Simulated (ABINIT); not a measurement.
Wanted: the native input for an ABINIT 10.8.3 (patched build) run.

```yaml
Task: equation of state
Functional: revPBE
Dispersion: D3(BJ)
Potentials_or_basis: JTH PAW PBE v2.0
Cutoff: 680 eV
k_mesh: 10 × 10 × 10
Occupations: fermi-dirac, width 0.05 eV
Spin: no spin polarisation
Fine-grid_cutoff: 1278.94 eV
Exchange_and_correlation_inside_the_PAW_spheres: full angular mesh (pawxcdev 0, this build's default; the released program takes 1)
```

The system is TaN.

```
Ta N
1.0
     0.00000    2.21132    2.21132
     2.21132    0.00000    2.21132
     2.21132    2.21132    0.00000
Ta N
1 1
Direct
  0.50000 0.50000 0.50000
  0.00000 0.00000 0.00000
```

The cell comes from a database or a generator and needn't be the stable form of this composition.

These files were run (other wordings do the same):

run.abi

```
# Datasets: one volume each
ndtset 7
getwfk -1
scalecart1 3*0.9795861087
scalecart2 3*0.9864848297
scalecart3 3*0.9932883884
scalecart4 3*1.0000000000
scalecart5 3*1.0066227096
scalecart6 3*1.0131594038
scalecart7 3*1.0196128224

# Pseudopotentials
pp_dirpath "./"
pseudos "Ta.GGA_PBE-JTH.xml, N.GGA_PBE-JTH.xml"

# Structure
acell 3*1.0
rprim
     0.0000000000     4.1787948431     4.1787948431
     4.1787948431     0.0000000000     4.1787948431
     4.1787948431     4.1787948431     0.0000000000
ntypat 2
znucl 73 7
natom 2
typat 1 2
xred
     0.5000000000     0.5000000000     0.5000000000
     0.0000000000     0.0000000000     0.0000000000

# Plane-wave basis
ecut 680.284656 eV
pawecutdg 47.0

# k points
kptopt 1
ngkpt 10 10 10
nshiftk 1
shiftk 0.0 0.0 0.0

# Exchange and correlation
ixc 14
vdw_xc 7

# Bands and occupations
nband 13
occopt 3
tsmear 0.05 eV

# SCF cycle
nstep 100
tolvrs 1.0e-9

# Output
iomode 3
prtwf 1
prtden 0
prteig 0
prtebands 0
enunit 1
```

Potentials or basis: JTH PAW PBE v2.0.

The run is started by

```console
$ abinit run.abi > log 2>&1
```

Results of the run:

```yaml
Equilibrium_volume: 10.44 Å³/atom
Bulk_modulus: 355 GPa
Pressure_derivative_of_the_bulk_modulus: 4.5
```

Caveat: the cutoff is too short for stress, so the log's stress isn't used; pressures at fixed basis lie under the slope of the energies; the highest band is partly filled, so the run has too few bands; the PAW data sets were made with another functional, which shifts forces and pressure a little.

It took 3.2 min on 1 thread of Intel(R) Xeon(R) Platinum 8259CL CPU @ 2.50GHz (Skylake/Cascade Lake), with other jobs on the host, peak memory 0.15 GiB.
